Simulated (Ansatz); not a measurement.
A (100) slab of Sn (Fd-3m (No. 227)), 9 planes, outer planes Sn (top) and Sn (bottom), with 9 atoms (Sn9) in a surface cell of A = 22.153 Å², as cut from the bulk:

```
Sn
1.0
     4.70671    0.00000    0.00000
     0.00000    4.70671    0.00000
     0.00000    0.00000   28.31259
Sn
9
Direct
  0.00000 0.50000 0.26490
  0.00000 0.00000 0.32367
  0.50000 0.00000 0.38245
  0.50000 0.50000 0.44122
  0.00000 0.50000 0.50000
  0.00000 0.00000 0.55878
  0.50000 0.00000 0.61755
  0.50000 0.50000 0.67633
  0.00000 0.50000 0.73510
```

These are results of DFT PBE, scalar-relativistic, plane waves, PAW (Ansatz 0.2.0), not measurements. Cutoff 420 eV; k points 8×8×1 on the computed 9-atom cell (Γ-centred); Gaussian smearing, width 0.10 eV; no spin polarisation.

Against the same 9 atoms in the bulk, the slab as cut lies 2.468 eV higher and the relaxed slab 2.464 eV higher.

Question: Work out the surface energy before and after relaxation.

Answer: The slab has two faces, so γ = (E_slab − N·E_bulk)/(2A), the mean of both. As cut: 2.468/(2 × 22.153) = 0.0557 eV/Å², and 1 eV/Å² = 16.02 J/m², so γ = 0.89 J/m². Relaxed: 2.464/(2 × 22.153) = 0.0556 eV/Å² = 0.89 J/m². Relaxation recovers 0.2 % of the cost of cutting.

Question: A cut through this plane breaks about 2 nearest-neighbour bonds a surface cell. What does each broken bond cost, before relaxation?

Answer: One cut makes two faces and costs 2γA = 2.468 eV, shared by 2 bonds: 1.23 eV a bond. In a metal this is less than the cohesive energy a bond, since the bonds that remain at the surface strengthen.

Question: What is the ideal work of this cut, per area?

Answer: Griffith's ideal work is 2γ: 1.78 J/m², whether the new faces relax or not. One thickness was run, 9 planes, so γ can still shift with it.

The cost of this surface is that of severed covalent bonds. This is grey tin, a tetrahedral semimetal, so each outer atom is left with two dangling sp³-like orbitals, and the picture of a simple metal whose remaining bonds strengthen fits it only loosely. The modest 1.23 eV a bond is in keeping with the weak overlap of tin's diffuse 5s and 5p orbitals, and probably also with some rehybridisation at the surface.

The recovery of only 0.2 % does not show that the bulk-terminated face is close to its ground state. With one atom per plane in the surface cell, symmetry cancels the lateral forces, and the planes can only shift along the normal. Diamond-structure (100) faces typically gain most of their energy by pairing neighbouring surface atoms into dimers, often buckled, which removes one dangling bond per atom and needs a larger cell. The 0.89 J/m² therefore describes the unreconstructed face, and a dimerised one would be expected to lie lower.
